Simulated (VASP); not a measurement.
# BaTiO3 (Pm-3m) in VASP: a series of runs, part 2 of 2

VASP 6.6.1. The steps go on from the part before.

## (3) Dielectric tensor, PBEsol

Input file INCAR:

```
PREC = Accurate
ENCUT = 400
EDIFF = 1E-8
ISMEAR = 0
SIGMA = 0.1
LREAL = False
LASPH = True
NELM = 100
ALGO = Normal
ISIF = 2
LWAVE = False
LCHARG = False
GGA = PS
LEPSILON = True
```

Input file KPOINTS:

```
Automatic mesh
0
Gamma
  7 7 7
```

Input file POSCAR:

```
BaTiO3
1.0
    4.0060000000      0.0000000000      0.0000000000
    0.0000000000      4.0060000000      0.0000000000
    0.0000000000      0.0000000000      4.0060000000
Ba Ti O
1 1 3
Direct
    0.5000000000      0.5000000000      0.5000000000
    0.0000000000      0.0000000000      0.0000000000
    0.0000000000      0.0000000000      0.5000000000
    0.0000000000      0.5000000000      0.0000000000
    0.5000000000      0.0000000000      0.0000000000
```

Potentials or basis: VASP PAW PBE potentials, release 64 (Ba_sv, Ti_sv, O).

The run is started by

```
$ cat potpaw_PBE.64/Ba_sv/POTCAR potpaw_PBE.64/Ti_sv/POTCAR potpaw_PBE.64/O/POTCAR > POTCAR
$ mpirun -np 1 vasp_std > vasp.out
```

OUTCAR:

```text
PREC = Accurate
   ENCUT = 400
   EDIFF = 1E-8
   ISMEAR = 0
   LREAL = False
   LASPH = True
   NELM = 100
   ISIF = 2
   GGA = PS
   LEPSILON = True

 Found     20 irreducible k-points:

 Following reciprocal coordinates:
            Coordinates               Weight
  0.000000  0.000000  0.000000      1.000000
  0.142857  0.000000  0.000000      6.000000
  0.285714  0.000000  0.000000      6.000000
  0.428571  0.000000  0.000000      6.000000
  0.142857  0.142857  0.000000     12.000000
  0.285714  0.142857  0.000000     24.000000
   k-points           NKPTS =     20   k-points in BZ     NKDIM =     20   number of bands    NBANDS=     24
   number of dos      NEDOS =    301   number of ions     NIONS =      5
   total plane-waves  NPLWV =  21952
   dimension x,y,z NGX =    28 NGY =   28 NGZ =   28
   dimension x,y,z NGXF=    56 NGYF=   56 NGZF=   56
   ions per type =               1   1   3
   NGX,Y,Z   is equivalent  to a cutoff of  11.62, 11.62, 11.62 a.u.
   NGXF,Y,Z  is equivalent  to a cutoff of  23.24, 23.24, 23.24 a.u.
 SYSTEM =  unknown system
   PREC   = accura    normal or accurate (medium, high low for compatibility)
   ISTART =      0    job   : 0-new  1-cont  2-samecut
   ICHARG =      2    charge: 1-file 2-atom 10-const
   ISPIN  =      1    spin polarized calculation?
   LNONCOLLINEAR =      F non collinear calculations
   LSORBIT =      F    spin-orbit coupling
   LASPH  =      T    aspherical Exc in radial PAW
   ENCUT  =  400.0 eV  29.40 Ry    5.42 a.u.   6.53  6.53  6.53*2*pi/ulx,y,z
   NELM   =    100;   NELMIN=  2; NELMDL= -5     # of ELM steps
   EDIFF  = 0.1E-07   stopping-criterion for ELM
   LREAL  =      F    real-space projection
   EDIFFG = 0.1E-06   stopping-criterion for IOM
   NSW    =      0    number of steps for IOM
   IBRION =     -1    ionic relax: 0-MD 1-quasi-New 2-CG
   NFREE  =      0    steps in history (QN), initial steepest desc. (CG)
   ISIF   =      2    stress and relaxation
   ISYM   =      2    0-nonsym 1-usesym 2-fastsym
   POTIM  = 0.5000    time-step for ionic-motion
   TEBEG  =    0.0;   TEEND  =   0.0 temperature during run
[... 246 lines left out ...]
  ---------------------------------------------------
  free energy    TOTEN  =        -1.08704288 eV

  energy without entropy =       -1.08704288

------------------------ aborting loop because EDIFF is reached ----------------------------------------

--------------------------------------- Ionic step        2  -------------------------------------------

------------------------ aborting loop because EDIFF is reached ----------------------------------------

--------------------------------------- Ionic step        3  -------------------------------------------

 Free energy of the ion-electron system (eV)
  ---------------------------------------------------
  ---------------------------------------------------
  free energy    TOTEN  =        -1.08705429 eV

  energy without entropy =       -1.08705429

------------------------ aborting loop because EDIFF is reached ----------------------------------------

 PIEZOELECTRIC TENSOR FIELD DIRECTION 3  (e Angst)
 -----------------------------------------------------------------------------
     0.00886  0.00000  0.00000           ( -0.00003  0.00000  0.00000)
     0.00000  0.00886  0.00000           (  0.00000 -0.00003  0.00000)
     0.00000 -0.00000 -0.01567           (  0.00000  0.00000  0.00039)

 PIEZOELECTRIC TENSOR FIELD DIRECTION 3  (C/m^2)
 -----------------------------------------------------------------------------
     0.00221  0.00000  0.00000
     0.00000  0.00221  0.00000
     0.00000 -0.00000 -0.00391

 MACROSCOPIC STATIC DIELECTRIC TENSOR (including local field effects in DFT)
 ------------------------------------------------------
           6.825434    -0.000000    -0.000000
           0.000000     6.825434    -0.000000
           0.000000     0.000000     6.825434
 ------------------------------------------------------

 PIEZOELECTRIC TENSOR (including local field effects)  for field in x, y, z        (e  Angst)
          XX          YY          ZZ          XY          YZ          ZX
  --------------------------------------------------------------------------------
  x     0.00000     0.00000     0.00000     0.00000     0.00000     0.00000
  y     0.00000     0.00000     0.00000     0.00000     0.00000     0.00000
  z     0.00000     0.00000     0.00000     0.00000     0.00000     0.00000

 PIEZOELECTRIC TENSOR (including local field effects)  for field in x, y, z        (C/m^2)
          XX          YY          ZZ          XY          YZ          ZX
  --------------------------------------------------------------------------------
  x     0.00000     0.00000     0.00000     0.00000     0.00000     0.00000
  y     0.00000     0.00000     0.00000     0.00000     0.00000     0.00000
  z     0.00000     0.00000     0.00000     0.00000     0.00000     0.00000

 BORN EFFECTIVE CHARGES (including local field effects) (in |e|, cummulative output)
 ---------------------------------------------------------------------------------
 ion    1
    1     2.73541    -0.00000     0.00000
    2     0.00000     2.73541    -0.00000
    3     0.00000     0.00000     2.73541
 ion    2
    1     7.42779    -0.00000    -0.00000
    2     0.00000     7.42779    -0.00000
    3    -0.00000     0.00000     7.42779
 ion    3
    1    -2.13839    -0.00000     0.00000
    2     0.00000    -2.13839    -0.00000
    3     0.00000     0.00000    -5.88641
 ion    4
    1    -2.13839    -0.00000    -0.00000
    2     0.00000    -5.88641    -0.00000
    3     0.00000    -0.00000    -2.13839
 ion    5
    1    -5.88641     0.00000    -0.00000
    2     0.00000    -2.13839    -0.00000
    3     0.00000    -0.00000    -2.13839
```

Run time: 14 min. Hardware: 1 thread of Intel Xeon Platinum 8259CL at 2.50GHz (Skylake/Cascade Lake), shared host; peak memory 0.26 GiB.

The run converged, but some of its settings lie outside the range that counts as converged, so its numbers aren't taken as properties of the crystal.

Results:

| Item | Value |
| --- | --- |
| Band gap on the k mesh | 1.76 eV, indirect (least direct gap 1.84 eV) |
| Electronic dielectric tensor (diagonal) | 6.83 |
| Born charges (mean of the diagonal) | Ba +2.74; Ti +7.43; O -3.39 e |

Caveat: the cutoff is under 1.25 times the usual one of these potentials, so pressure, stress and relaxed cells hold a basis-set (Pulay) error; the PAW data sets were made with another functional, which shifts forces and pressure a little; spin-orbit coupling is left out, which moves the levels of the heavy elements; an odd mesh through Γ misses points on the zone boundary, where band edges often lie.

## (4) Band structure, PBE, spin-orbit coupling, no magnetisation

Input file INCAR:

```
SYSTEM = BaTiO3
PREC = Accurate
ENCUT = 520
EDIFF = 1E-6
ISMEAR = 0
SIGMA = 0.02
LREAL = .False.
LASPH = .True.
NELM = 100
ALGO = Normal
ISIF = 2
LWAVE = .False.
LCHARG = .False.
MAGMOM = 0 0 0 0 0 0 0 0 0 0 0 0 0 0 0
LORBIT = 11
LSORBIT = .True.
GGA_COMPAT = .False.
LMAXMIX = 4
GGA = PE
NBANDS = 55
KPAR = 4
```

Input file KPOINTS:

```
Automatic mesh
0
Gamma
  6 6 6
  0 0 0
```

POSCAR is that of step 3.

Input file KPOINTS_OPT:

```
path GXMGRX,MR
10
line-mode
reciprocal
 0.0000000000  0.0000000000  0.0000000000  G
 0.0000000000  0.5000000000  0.0000000000  X

 0.0000000000  0.5000000000  0.0000000000  X
 0.5000000000  0.5000000000  0.0000000000  M

 0.5000000000  0.5000000000  0.0000000000  M
 0.0000000000  0.0000000000  0.0000000000  G

 0.0000000000  0.0000000000  0.0000000000  G
 0.5000000000  0.5000000000  0.5000000000  R

 0.5000000000  0.5000000000  0.5000000000  R
 0.0000000000  0.5000000000  0.0000000000  X

 0.5000000000  0.5000000000  0.0000000000  M
 0.5000000000  0.5000000000  0.5000000000  R
```

The run is started by

```
$ cat potpaw_PBE.64/Ba_sv/POTCAR potpaw_PBE.64/Ti_sv/POTCAR potpaw_PBE.64/O/POTCAR > POTCAR
$ mpirun -np 4 vasp_ncl > vasp.out
```

Run time: 88 s. Hardware: 4 MPI ranks of Intel Xeon 6975P-C (Granite Rapids), shared host; peak memory 0.39 GiB.

It converged, with:

| Quantity | Value |
| --- | --- |
| Free energy | -40.1671 eV |
| Pressure | 3.4 GPa |
| Valence electrons inside the program's atomic spheres | Ba 7.99; Ti 10.17; O 5.03 |

## (5) Band structure, LDA, spin-orbit coupling, no magnetisation

INCAR: that of step 4 with these lines changed.

```diff
@@ -18,3 +18,3 @@
 LMAXMIX = 4
-GGA = PE
+GGA = CA
 NBANDS = 55
```

KPOINTS is that of step 4.

POSCAR is that of step 4.

KPOINTS_OPT is that of step 4.

Potentials or basis: VASP PAW LDA potentials, release 64 (Ba_sv, Ti_sv, O).

The run is started by

```
$ cat potpaw_LDA.64/Ba_sv/POTCAR potpaw_LDA.64/Ti_sv/POTCAR potpaw_LDA.64/O/POTCAR > POTCAR
$ mpirun -np 4 vasp_ncl > vasp.out
```

It took 72 s on 4 MPI ranks of Intel Xeon 6975P-C (Granite Rapids), shared host; peak memory 0.36 GiB.

It converged, with:

| Property | Result |
| --- | --- |
| Free energy | -44.3038 eV |
| Pressure | -7.3 GPa |
| Valence electrons inside the program's atomic spheres | Ba 7.97; Ti 10.20; O 4.99 |

## (6) The reference run

An earlier run on the cell as given: functional PBEsol; potentials or basis VASP PAW PBE potentials, release 64 (Ba_sv, Ti_sv, O); cutoff 520 eV; k mesh 7 × 7 × 7; occupations fermi-dirac, width 0.05 eV; no spin polarisation.

- Pressure: -2.8 GPa
- Band gap on the k mesh: 1.76 eV, indirect (least direct gap 1.84 eV)

## (7) Summary

| task | level | potentials or basis | spin | k mesh | smearing | ladder | pressure (GPa) |
| --- | --- | --- | --- | --- | --- | --- | --- |
| band structure | PBE | VASP PAW PBE potentials, release 64 (Ba_sv, Ti_sv, O) | SOC, no magnetisation | 6 × 6 × 6 | gaussian 0.02 eV | gaps | 3.4 |
| band structure | LDA | VASP PAW LDA potentials, release 64 (Ba_sv, Ti_sv, O) | SOC, no magnetisation | 6 × 6 × 6 | gaussian 0.02 eV | gaps | -7.3 |
| single point | PBEsol | VASP PAW PBE potentials, release 64 (Ba_sv, Ti_sv, O) | off | 7 × 7 × 7 | fermi-dirac 0.05 eV | free | -2.8 |

Alike in all rows: cell as given; cutoff (eV) 520.

Caveats: the PAW data sets were made with another functional, which shifts forces and pressure a little (some runs); spin-orbit coupling is left out, which moves the levels of the heavy elements (some runs); an odd mesh through Γ misses points on the zone boundary, where band edges often lie (some runs).

Absolute energies hang on the potentials; compare differences alone.
